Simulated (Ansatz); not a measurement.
# Mg: stiffness from strained cells, part 3 of 3

Aim: the elastic tensor from the stress of slightly strained cells, and the moduli that follow. Runs: cell and atoms relaxed (PAW); reference run (PAW and LAPW); strain amplitude 0.04 (PAW).

Ansatz 0.2.0; DFT PBEsol. The steps go on from the part before.

## (4) Reference run, LAPW

Contents of input.yaml:

```yaml
crystal:
  lattice:
    - [3.18164044962, 0.0, 0.0]
    - [-1.59082022481, 2.75538145508, 0.0]
    - [0.0, 0.0, 5.13949072488]
  atoms:
    - { symbol: Mg, position: [0.333333333333, 0.666666666667, 0.25] }
    - { symbol: Mg, position: [0.666666666667, 0.333333333333, 0.75] }
kpoints:
  mp_grid: { grid: [16, 16, 8] }
scf:
  occupations: { method: fermi_dirac, width: 0.1 }
hamiltonian:
  xc: pbesol
  pseudopotentials: { kind: all_electron, lapw: { basis_error: 0.001 } }
elastic:
  mode: relaxed_ion
  stencil: four_point
  amplitude: 0.003
```

Run with:

```bash
ansatz run input.yaml --threads 1 --pin off --max-ram 2048MiB --backend cpu --events-out ev --progress --plain --runs-dir out
```

Log:

```text
LAPW: plane waves up to 5.586 Å⁻¹, error target 1.0e-3 eV per atom; small_component_spin mean_spin; Mg in spheres of 1.532 Å, 10 of its electrons in bands, Dirac shells [] (how accurate: hamiltonian.pseudopotentials.lapw.basis_error, Limitations)
Engine: ansatz 0.2.0
Pseudopotentials: kind: all_electron
Pseudopotential: Mg, LAPW, valence charge 10, lapw/all_electron/scalar/gaussian/Mg, Koelling and Harmon's equation, gaussian nucleus
Functional definition: PBEsol
  exchange = pbesol_x
  correlation = pbesol_c
Crystal: 2 atoms, lattice volume = 45.056 Å³
Basis set: ecut = 118.89867353242107 eV, 135 PW (Γ), exchange–correlation at level 2
Bands: 14, of which v1, the nominal top of the filled ones, is band 10 counted from 1 (9 counted from 0)
Symmetry: 24 space group operations
Space group: P63/mmc (ITA 194), of the structure as read, at distance tolerance 3.6e-5 Å
k-points: 150 of 2048
Non-local potential: Mg, projectors of the file, none
Initial density: superposition of atomic densities (chi_scale 0.1, normalization cell)
Initial wavefunctions: plane waves of lowest kinetic energy (no species holds an atomic orbital)
Functional: x = pbesol(κ = 0.804, μ = 0.12345679012345678), c = pbesol(β = 0.046)
iter 1 solved again at ethr=1.36e-4 eV; its pass at ethr=1.00e-1 eV (dr2=2.73e-2 eV) is discarded
SCF iter   1: F=—  HF=-10879.321339 eV  |F-HF|=—  |Δ(HF+E_count)|=         —  Δρ=8.40e-3  dr2=2.74e-2  ethr=1.36e-4  ⟨swp⟩=3.1  Hψ=15800  notcnv=0
preconditioner: auto → none  [metal: Δε(μ)=0.015 eV  Ē_g=6.987 eV  σ=0.100 eV  W_gap=0.04  n_scr=8 (ndim 8)  ℏωp=11.1 eV  f_vac=0.000  D(μ)=0.90/eV (n_scr^D=2)  sad-step TF]
SCF iter   2: F=—  HF=-10879.306429 eV  |F-HF|=—  |Δ(HF+E_count)|=   1.49e-2  Δρ=5.47e-3  dr2=1.30e-2  ethr=1.36e-4  ⟨swp⟩=2.0  Hψ=5813  notcnv=0
iter 3 solved again at ethr=1.46e-6 eV; its pass at ethr=6.50e-5 eV (dr2=2.92e-4 eV) is discarded
SCF iter   3: F=—  HF=-10879.302659 eV  |F-HF|=—  |Δ(HF+E_count)|=   3.77e-3  Δρ=7.33e-4  dr2=2.92e-4  ethr=1.46e-6  ⟨swp⟩=2.0  Hψ=10092  notcnv=0
SCF iter   4: F=—  HF=-10879.302634 eV  |F-HF|=—  |Δ(HF+E_count)|=   2.49e-5  Δρ=1.27e-4  dr2=9.21e-6  ethr=1.46e-6  ⟨swp⟩=2.0  Hψ=5816  notcnv=0
SCF iter   5: F=—  HF=-10879.302623 eV  |F-HF|=—  |Δ(HF+E_count)|=   1.11e-5  Δρ=5.53e-6  dr2=1.70e-8  ethr=4.61e-8  ⟨swp⟩=2.0  Hψ=5816  notcnv=0
SCF iter   6: F=—  HF=-10879.302623 eV  |F-HF|=—  |Δ(HF+E_count)|=  3.55e-10  Δρ=5.06e-7  dr2=9.65e-11  ethr=8.51e-11  ⟨swp⟩=2.9  Hψ=6103  notcnv=0
SCF iter   7: F=—  HF=-10879.302623 eV  |F-HF|=—  |Δ(HF+E_count)|=  6.89e-10  Δρ=3.73e-8  dr2=4.06e-13  ethr=1.00e-12  ⟨swp⟩=2.4  Hψ=5879  notcnv=0
SCF iter   8: F=-10879.302623 eV  HF=-10879.302623 eV  |F-HF|=1.82e-12  |Δ(HF+E_count)|=  1.27e-10  Δρ=1.07e-9  dr2=6.94e-16  ethr=1.00e-12  ⟨swp⟩=2.0  Hψ=5816  notcnv=0
SCF 1 converged in 8 iterations: F = -10879.302623 eV  dr2 = 6.94e-16
Crystal: 2 atoms, lattice volume = 44.786 Å³
Basis set: ecut = 119.37665895269332 eV, 135 PW (Γ), exchange–correlation at level 2
Symmetry: 8 space group operations
k-points: 365 of 2048
Initial density: handed on by an earlier stage of this run
Initial wavefunctions: plane waves of lowest kinetic energy (no species holds an atomic orbital; no wavefunctions were taken with the density)
iter 1 solved again at ethr=6.72e-8 eV; its pass at ethr=1.00e-1 eV (dr2=1.34e-5 eV) is discarded
SCF iter   1: F=—  HF=-10879.302273 eV  |F-HF|=—  |Δ(HF+E_count)|=         —  Δρ=1.31e-4  dr2=1.15e-5  ethr=6.72e-8  ⟨swp⟩=6.0  Hψ=49299  notcnv=0
preconditioner: auto → none  [metal: Δε(μ)=0.006 eV  Ē_g=7.013 eV  σ=0.100 eV  W_gap=0.02  n_scr=8 (ndim 8)  ℏωp=11.1 eV  f_vac=0.000  D(μ)=0.90/eV (n_scr^D=2)]
SCF iter   2: F=—  HF=-10879.302270 eV  |F-HF|=—  |Δ(HF+E_count)|=   2.63e-6  Δρ=5.60e-5  dr2=2.03e-6  ethr=5.73e-8  ⟨swp⟩=2.0  Hψ=14086  notcnv=0
iter 3 solved again at ethr=1.19e-11 eV; its pass at ethr=1.01e-8 eV (dr2=2.39e-9 eV) is discarded
SCF iter   3: F=—  HF=-10879.302270 eV  |F-HF|=—  |Δ(HF+E_count)|=   3.66e-7  Δρ=2.64e-6  dr2=2.33e-9  ethr=1.19e-11  ⟨swp⟩=3.0  Hψ=25397  notcnv=0
SCF iter   4: F=—  HF=-10879.302270 eV  |F-HF|=—  |Δ(HF+E_count)|=   6.04e-9  Δρ=6.69e-7  dr2=8.74e-11  ethr=1.17e-11  ⟨swp⟩=2.0  Hψ=14086  notcnv=0
SCF iter   5: F=—  HF=-10879.302270 eV  |F-HF|=—  |Δ(HF+E_count)|=  9.60e-10  Δρ=9.20e-8  dr2=2.16e-12  ethr=1.00e-12  ⟨swp⟩=2.0  Hψ=14086  notcnv=0
SCF iter   6: F=-10879.302270 eV  HF=-10879.302270 eV  |F-HF|=5.46e-12  |Δ(HF+E_count)|=  7.28e-12  Δρ=3.40e-9  dr2=3.82e-15  ethr=1.00e-12  ⟨swp⟩=2.0  Hψ=14086  notcnv=0
SCF 2 converged in 6 iterations: F = -10879.302270 eV  dr2 = 3.82e-15
relax step   1: F+E_penalty+E_count = -10879.30226982 eV  Δ(F+E_penalty+E_count) = +0.000e0 eV  max|allowed force component| = 5.305e-3 eV/Å  Δτ_max = 0.0000 Å  (6 SCF iters, accepted)
Initial wavefunctions: those handed on with the density
iter 1 solved again at ethr=2.03e-9 eV; its pass at ethr=1.00e-1 eV (dr2=4.06e-7 eV) is discarded
SCF iter   1: F=—  HF=-10879.302288 eV  |F-HF|=—  |Δ(HF+E_count)|=         —  Δρ=2.95e-5  dr2=4.99e-7  ethr=2.03e-9  ⟨swp⟩=4.3  Hψ=27827  notcnv=0
preconditioner: auto → none  [metal: Δε(μ)=0.005 eV  Ē_g=7.013 eV  σ=0.100 eV  W_gap=0.01  n_scr=8 (ndim 8)  ℏωp=11.1 eV  f_vac=0.000  D(μ)=0.90/eV (n_scr^D=2)]
SCF iter   2: F=—  HF=-10879.302288 eV  |F-HF|=—  |Δ(HF+E_count)|=   4.86e-8  Δρ=1.33e-5  dr2=9.38e-8  ethr=2.03e-9  ⟨swp⟩=2.0  Hψ=14086  notcnv=0
iter 3 solved again at ethr=1.00e-12 eV; its pass at ethr=4.69e-10 eV (dr2=1.43e-10 eV) is discarded
SCF iter   3: F=—  HF=-10879.302288 eV  |F-HF|=—  |Δ(HF+E_count)|=  9.26e-10  Δρ=7.27e-7  dr2=1.40e-10  ethr=1.00e-12  ⟨swp⟩=3.0  Hψ=25385  notcnv=0
SCF iter   4: F=—  HF=-10879.302288 eV  |F-HF|=—  |Δ(HF+E_count)|=  6.55e-11  Δρ=6.92e-8  dr2=1.15e-12  ethr=1.00e-12  ⟨swp⟩=2.0  Hψ=14086  notcnv=0
SCF iter   5: F=—  HF=-10879.302288 eV  |F-HF|=—  |Δ(HF+E_count)|=  8.91e-11  Δρ=3.66e-9  dr2=5.41e-15  ethr=1.00e-12  ⟨swp⟩=2.0  Hψ=14086  notcnv=0
SCF iter   6: F=-10879.302288 eV  HF=-10879.302288 eV  |F-HF|=5.46e-12  |Δ(HF+E_count)|=  6.37e-11  Δρ=1.45e-9  dr2=8.44e-16  ethr=1.00e-12  ⟨swp⟩=2.0  Hψ=14086  notcnv=0
SCF 3 converged in 6 iterations: F = -10879.302288 eV  dr2 = 8.44e-16
relax step   2: F+E_penalty+E_count = -10879.30228755 eV  Δ(F+E_penalty+E_count) = -1.773e-5 eV  max|allowed force component| = 1.393e-3 eV/Å  Δτ_max = 0.0026 Å  (6 SCF iters, accepted)
SCF iter   1: F=—  HF=-10879.302289 eV  |F-HF|=—  |Δ(HF+E_count)|=         —  Δρ=1.05e-5  dr2=6.32e-8  ethr=3.17e-9  ⟨swp⟩=4.0  Hψ=19469  notcnv=0
SCF iter   2: F=—  HF=-10879.302289 eV  |F-HF|=—  |Δ(HF+E_count)|=   5.76e-9  Δρ=4.72e-6  dr2=1.19e-8  ethr=3.16e-10  ⟨swp⟩=2.0  Hψ=14086  notcnv=0
iter 3 solved again at ethr=1.00e-12 eV; its pass at ethr=5.94e-11 eV (dr2=1.81e-11 eV) is discarded
SCF iter   3: F=—  HF=-10879.302289 eV  |F-HF|=—  |Δ(HF+E_count)|=  7.82e-11  Δρ=2.61e-7  dr2=1.76e-11  ethr=1.00e-12  ⟨swp⟩=2.2  Hψ=24587  notcnv=0
SCF iter   4: F=—  HF=-10879.302289 eV  |F-HF|=—  |Δ(HF+E_count)|=  1.09e-11  Δρ=2.66e-8  dr2=1.67e-13  ethr=1.00e-12  ⟨swp⟩=2.0  Hψ=14086  notcnv=0
SCF iter   5: F=-10879.302289 eV  HF=-10879.302289 eV  |F-HF|=3.64e-12  |Δ(HF+E_count)|=  3.64e-12  Δρ=1.23e-9  dr2=6.77e-16  ethr=1.00e-12  ⟨swp⟩=2.0  Hψ=14086  notcnv=0
SCF 4 converged in 5 iterations: F = -10879.302289 eV  dr2 = 6.77e-16
relax step   3: F+E_penalty+E_count = -10879.30228885 eV  Δ(F+E_penalty+E_count) = -1.303e-6 eV  max|allowed force component| = 1.034e-5 eV/Å  Δτ_max = 0.0009 Å  (5 SCF iters, accepted)
[... 16 lines left out ...]
relax step   1: F+E_penalty+E_count = -10879.30252560 eV  Δ(F+E_penalty+E_count) = +0.000e0 eV  max|allowed force component| = 2.641e-3 eV/Å  Δτ_max = 0.0000 Å  (6 SCF iters, accepted)
[... 9 lines left out ...]
relax step   2: F+E_penalty+E_count = -10879.30253033 eV  Δ(F+E_penalty+E_count) = -4.729e-6 eV  max|allowed force component| = 2.484e-5 eV/Å  Δτ_max = 0.0018 Å  (5 SCF iters, accepted)
[... 24 lines left out ...]
relax step   1: F+E_penalty+E_count = -10879.30260051 eV  Δ(F+E_penalty+E_count) = +0.000e0 eV  max|allowed force component| = 4.560e-5 eV/Å  Δτ_max = 0.0000 Å  (6 SCF iters, accepted)
[... 14 lines left out ...]
relax step   1: F+E_penalty+E_count = -10879.30260051 eV  Δ(F+E_penalty+E_count) = +0.000e0 eV  max|allowed force component| = 4.560e-5 eV/Å  Δτ_max = 0.0000 Å  (7 SCF iters, accepted)
[... 14 lines left out ...]
relax step   1: F+E_penalty+E_count = -10879.30253306 eV  Δ(F+E_penalty+E_count) = +0.000e0 eV  max|allowed force component| = 1.824e-4 eV/Å  Δτ_max = 0.0000 Å  (7 SCF iters, accepted)
iter 1 solved again at ethr=2.38e-12 eV; its pass at ethr=1.00e-1 eV (dr2=4.76e-10 eV) is discarded
SCF iter   1: F=—  HF=-10879.302533 eV  |F-HF|=—  |Δ(HF+E_count)|=         —  Δρ=9.99e-7  dr2=5.78e-10  ethr=2.38e-12  ⟨swp⟩=4.3  Hψ=42133  notcnv=0
SCF iter   2: F=—  HF=-10879.302533 eV  |F-HF|=—  |Δ(HF+E_count)|=   1.89e-9  Δρ=4.50e-7  dr2=1.09e-10  ethr=2.38e-12  ⟨swp⟩=2.0  Hψ=21365  notcnv=0
SCF iter   3: F=—  HF=-10879.302533 eV  |F-HF|=—  |Δ(HF+E_count)|=  3.64e-12  Δρ=4.36e-8  dr2=3.47e-12  ethr=1.00e-12  ⟨swp⟩=2.0  Hψ=21365  notcnv=0
SCF iter   4: F=—  HF=-10879.302533 eV  |F-HF|=—  |Δ(HF+E_count)|=  1.82e-12  Δρ=1.76e-8  dr2=2.96e-13  ethr=1.00e-12  ⟨swp⟩=2.0  Hψ=21365  notcnv=0
SCF iter   5: F=-10879.302533 eV  HF=-10879.302533 eV  |F-HF|=1.82e-12  |Δ(HF+E_count)|=  1.27e-11  Δρ=4.31e-9  dr2=1.15e-14  ethr=1.00e-12  ⟨swp⟩=2.0  Hψ=21365  notcnv=0
SCF 27 converged in 5 iterations: F = -10879.302533 eV  dr2 = 1.15e-14
relax step   2: F+E_penalty+E_count = -10879.30253308 eV  Δ(F+E_penalty+E_count) = -2.094e-8 eV  max|allowed force component| = 4.986e-5 eV/Å  Δτ_max = 0.0001 Å  (5 SCF iters, accepted)
iter 1 solved again at ethr=1.00e-12 eV; its pass at ethr=1.00e-1 eV (dr2=1.15e-14 eV) is discarded
SCF iter   1: F=—  HF=-10879.302533 eV  |F-HF|=—  |Δ(HF+E_count)|=         —  Δρ=4.33e-9  dr2=1.15e-14  ethr=1.00e-12  ⟨swp⟩=5.4  Hψ=38868  notcnv=0
SCF iter   2: F=-10879.302533 eV  HF=-10879.302533 eV  |F-HF|=1.82e-12  |Δ(HF+E_count)|=   1.93e-9  Δρ=2.16e-9  dr2=2.40e-15  ethr=1.00e-12  ⟨swp⟩=2.0  Hψ=21365  notcnv=0
SCF 28 converged in 2 iterations: F = -10879.302533 eV  dr2 = 2.40e-15
SCF converged after 8 iterations
Free energy (F): -10879.302623 eV
Harris-Foulkes:  -10879.302623 eV  (|F-HF|=1.82e-12)
Internal energy: -10879.273259 eV  (E = F + TS)
E sigma→0 (E₀):  -10879.287941 eV
Entropy (-TS):   -0.029364 eV (-14.682 meV/atom)
Fermi energy:    5.515245 eV
--- Per-component energies (eV) ---
  E_band       = -714.882440
  E_kinetic    = 10891.068867
  E_xc         = -870.849874
  E_electrostatic = -20899.492251  (all electrons and nuclei)
  E_smearing   = -0.029364  (= −TS)
  E_closure    = 0.000000  (closes the sum)
  E_atoms      = -10875.862382  (free atoms, spherical and without spin; not in F)
  Σ components = -10879.302623   (vs F -10879.302623, Δ=0.00e0)
  Basis errors (estimates in eV, not in F): energy 2.7e-4 per atom: plane waves 2.6e-4 (1.4e-4 summed), levels above the bands 1.4e-24, relativity 3.5e-10, radial functions 7.1e-6, core shells 4.6e-15; eigenvalues (radial functions only) 4.1e-6; not estimated: angular momenta, meshes, grids; target (lapw.basis_error) 1.0e-3; muffin-tin radii Mg 1.532 Å
--- Forces (eV/Å), atoms counted from 1 ---
  atom   1  Mg     0.00000000     0.00000000     0.00000000
  atom   2  Mg     0.00000000    -0.00000000    -0.00000000
  max |Σ_I F_I| component: 0.00e0 eV/Å
--- Stress (GPa, compression-positive) ---
        0.022980      -0.000000       0.000000
       -0.000000       0.022980       0.000000
        0.000000       0.000000      -0.049845
  P = ⅓ Tr σ = -0.0013 GPa (-0.013 kbar)
--- Band table (eV; the first three rows and the last of 150) ---
  k-point 0: bands = ["-70.1563", "-70.1529", "-37.1221", "-37.0909", "-37.0909", "-37.0862", "-37.0855", "-37.0855", "-1.5094", "3.8162", "4.3081", "16.4800", "16.4800", "16.6198"]
  k-point 1: bands = ["-70.1562", "-70.1530", "-37.1208", "-37.0907", "-37.0907", "-37.0876", "-37.0857", "-37.0857", "-1.4199", "2.7622", "5.5157", "16.5499", "16.5499", "16.5938"]
  k-point 2: bands = ["-70.1558", "-70.1534", "-37.1169", "-37.0915", "-37.0901", "-37.0901", "-37.0863", "-37.0863", "-1.1519", "1.6534", "7.0849", "14.6888", "16.7515", "16.7515"]
  k-point 149: bands = ["-70.1523", "-70.1523", "-37.1142", "-37.1142", "-37.1055", "-37.1055", "-37.0927", "-37.0927", "5.3350", "5.3350", "6.3660", "6.3660", "7.2899", "7.2899"]
--- Elastic constants: 3 strain directions × 4 members + reference (group order 24) ---
  dense FFT box of the reference and of every strained cell: 12×12×20
  strains applied: 11, 33, 23; error gains: componentwise 1.00 (the most a stress slope's error grows in a printed constant), spectral 1.41 (1 for all six strains in a standard setting)
  C = ∂σ_k/∂η_j (tension-positive GPa; Voigt order 11 22 33 23 13 12):
        57.508     31.753     23.248      0.000      0.000     -0.000
        31.753     57.508     23.248     -0.000     -0.000     -0.000
        23.176     23.176     64.139     -0.000      0.000     -0.000
         0.000     -0.000     -0.000     17.764      0.000     -0.000
        -0.000      0.000     -0.000      0.000     17.764     -0.000
         0.000     -0.000     -0.000     -0.000      0.000     12.878
  reference stress σ⁰ (GPa):     -0.023     -0.023      0.050     -0.000     -0.000      0.000
  no Pulay correction (none for the plane-wave cutoff is built on LAPW): the batch's stresses and constants are at fixed plane waves
  C* (energy form; C + prestress term) asymmetry max|C*_kj − C*_jk| = 5.358e-4 GPa — a small one proves nothing (zero by symmetry where the batch's group is 432, −43m or m−3m); a large one is finite-difference/SCF noise where every solve meets its electron count
  moduli (Voigt/Reuss/Hill, GPa): K = 37.28/37.27/37.28   G = 16.41/15.82/16.12   E = 42.26   ν = 0.311
  mechanically stable: yes (min eigenvalue of sym C = 12.88 GPa)
  the stresses are not corrected for the forces that the relaxations left standing (`elastic.f_tol`)
  where every solve meets its electron count the energy-path curvature estimates C_jj along a normal strain and C_jj − ¼(σ⁰_aa + σ⁰_bb) along a shear (ab), closely only under elastic.basis: deformed
  strain η (Voigt 11):  stress-route row diagonal C_11 = 57.51 GPa, energy-path curvature d²(F+E_count)/dδ²/Ω₀ = 57.47 GPa
    cells at ±δ against ±2δ: C11 57.51 and 57.54 GPa, apart by 0.04 % of the column's largest entry
         δ    σ_11 (GPa)             F (eV)   n_scf  n_hpsi   n_pw
    -6.000e-3      -0.3758      -10879.3022889       2   47068    139   relax 3 steps, max|allowed force component| 1.03e-5 eV/Å
    -3.000e-3      -0.1974      -10879.3025303       2   46688    139   relax 2 steps, max|allowed force component| 2.48e-5 eV/Å
     3.000e-3       0.1476      -10879.3025702       2   46725    139   relax 2 steps, max|allowed force component| 2.01e-5 eV/Å
     6.000e-3       0.3146      -10879.3023750       2   47278    139   relax 2 steps, max|allowed force component| 2.10e-5 eV/Å
  strain η (Voigt 33):  stress-route row diagonal C_33 = 64.14 GPa, energy-path curvature d²(F+E_count)/dδ²/Ω₀ = 64.14 GPa
    cells at ±δ against ±2δ: C33 64.14 and 64.16 GPa, apart by 0.02 % of the column's largest entry
         δ    σ_33 (GPa)             F (eV)   n_scf  n_hpsi   n_pw
    -6.000e-3      -0.3572      -10879.3023700       6   55897    139   relax 0 steps, max|allowed force component| 2.31e-18 eV/Å
    -3.000e-3      -0.1481      -10879.3025823       6   56482    139   relax 0 steps, max|allowed force component| 2.89e-18 eV/Å
     3.000e-3       0.2367      -10879.3025013       6   56200    139   relax 0 steps, max|allowed force component| 4.34e-18 eV/Å
     6.000e-3       0.4127      -10879.3022266       6   55852    139   relax 0 steps, max|allowed force component| 9.25e-18 eV/Å
  strain η (Voigt 23):  stress-route row diagonal C_44 = 17.76 GPa, energy-path curvature d²(F+E_count)/dδ²/Ω₀ = 17.76 GPa
    cells at ±δ against ±2δ: C44 17.77 and 17.78 GPa, apart by 0.05 % of the column's largest entry
         δ    σ_23 (GPa)             F (eV)   n_scf  n_hpsi   n_pw
    -6.000e-3      -0.1067      -10879.3025331       2   66977    139   relax 2 steps, max|allowed force component| 4.99e-5 eV/Å
    -3.000e-3      -0.0533      -10879.3026005       2   65773    139   relax 1 steps, max|allowed force component| 4.56e-5 eV/Å
     3.000e-3       0.0533      -10879.3026005       2   65783    139   relax 1 steps, max|allowed force component| 4.56e-5 eV/Å
     6.000e-3       0.1066      -10879.3025331       2   67019    139   relax 2 steps, max|allowed force component| 4.99e-5 eV/Å
```

It took 4.7 min on 1 thread of Intel Xeon Platinum 8375C at 2.90GHz (Ice Lake), shared host; peak memory 0.59 GiB.

C in GPa (Voigt order xx, yy, zz, yz, xz, xy):

```
57.5 31.8 23.2  0.0  0.0  0.0
31.8 57.5 23.2  0.0  0.0  0.0
23.2 23.2 64.1  0.0  0.0  0.0
 0.0  0.0  0.0 17.8  0.0  0.0
 0.0  0.0  0.0  0.0 17.8  0.0
 0.0  0.0  0.0  0.0  0.0 12.9
```

## (5) Strain amplitude 0.04, PAW

Changes to input.yaml since step 4:

```diff
@@ -14,3 +14,3 @@
   xc: pbesol
-  pseudopotentials: { kind: all_electron, lapw: { basis_error: 0.001 } }
+  pseudopotentials: { kind: paw }
 elastic:
@@ -18,2 +18,2 @@
   stencil: four_point
-  amplitude: 0.003
+  amplitude: 0.04
```

Run with:

```bash
ansatz run input.yaml --threads 1 --pin off --max-ram 2048MiB --backend cpu --events-out ev --progress --plain --runs-dir out
```

Log, cut to the lines that bear on the results:

```text
[...]
[... 3 set-up lines as earlier in the session ...]
[...]
Crystal: 2 atoms, lattice volume = 45.056 Å³
Basis set: ecut = 420 eV, 881 PW (Γ), exchange–correlation on 48×48×80 points (8 copies of the dense FFT grid, shifted against one another)
Bands: 14, of which v1, the nominal top of the filled ones, is band 10 counted from 1 (9 counted from 0)
[... 2 set-up lines as earlier in the session ...]
[...]
WARN: the elastic stencil's two pairs of strained cells disagree: C11 (strain 11) reads 61.16 GPa from the cells at ±δ and 69.88 from those at ±2δ, which the stencil makes 58.25; C33 (strain 33) reads 65.19 GPa from the cells at ±δ and 69.86 from those at ±2δ, which the stencil makes [...]
    cells at ±δ against ±2δ: C44 17.93 and 17.54 GPa, apart by 2.18 % of the column's largest entry
         δ    σ_23 (GPa)             F (eV)   n_scf  n_hpsi   n_pw
    -8.000e-2      -1.4032       -3824.0965800       5  122150    895   relax 6 steps, max|allowed force component| 5.02e-7 eV/Å
    -4.000e-2      -0.7174       -3824.1086539       5  124964    894   relax 4 steps, max|allowed force component| 1.44e-5 eV/Å
     4.000e-2       0.7174       -3824.1086539       6  128029    894   relax 4 steps, max|allowed force component| 1.08e-5 eV/Å
     8.000e-2       1.4032       -3824.0965800       6  143037    895   relax 4 steps, max|allowed force component| 4.36e-6 eV/Å
```

It took 5.6 min on 1 thread of Intel Xeon Platinum 8375C at 2.90GHz (Ice Lake), shared host; peak memory 0.64 GiB.

These settings are unsound, so nothing is quoted from this run.

## (6) Side by side

```
               run   C11   C12   C13   C33   C44     K     G     E  Poisson ratio
 ions relaxed, PAW  57.5  31.8  23.3  64.1  17.7  37.3  16.1  42.1          0.312
ions relaxed, LAPW  57.5  31.8  23.2  64.1  17.8  37.3  16.1  42.3          0.311
```

Constants and moduli in GPa; K, G and E are Hill averages.

## (7) What came out

What follows sums up all 3 parts.

| quantity | value |
| --- | --- |
| C11 (PAW) | 57 GPa |
| C12 (PAW) | 32 GPa |
| C13 (PAW) | 23 GPa |
| C33 (PAW) | 64 GPa |
| C44 (PAW) | 18 GPa |
| bulk, shear and Young's modulus | 37, 16, 42 GPa |
| Debye temperature from sound speeds | 352 K |
| universal anisotropy index | 0.19 |

In words: All eigenvalues are positive, so the crystal is mechanically stable; by PAW K = 37 and G = 16 GPa, K/G = 2.32, on the ductile side of Pugh's rough line at 1.75, which was drawn for metals. Young's modulus runs from 38 to 52 GPa with direction. A measured bulk modulus of Mg is 32.5 GPa (300 K; powder; quoted in “Thermoelastic equation of state and melting of Mg metal at high pressure and high temperature”, 2019, arxiv:1909.00645); the calculated 37 GPa misses it by +14.8 %. The calculation is for a static lattice at 0 K; heat and zero-point motion mostly soften a crystal. Cautions: frozen-core PAW files fitted under PBE, their cores solved anew for the functional of the run; responses of metals move with mesh and smearing.
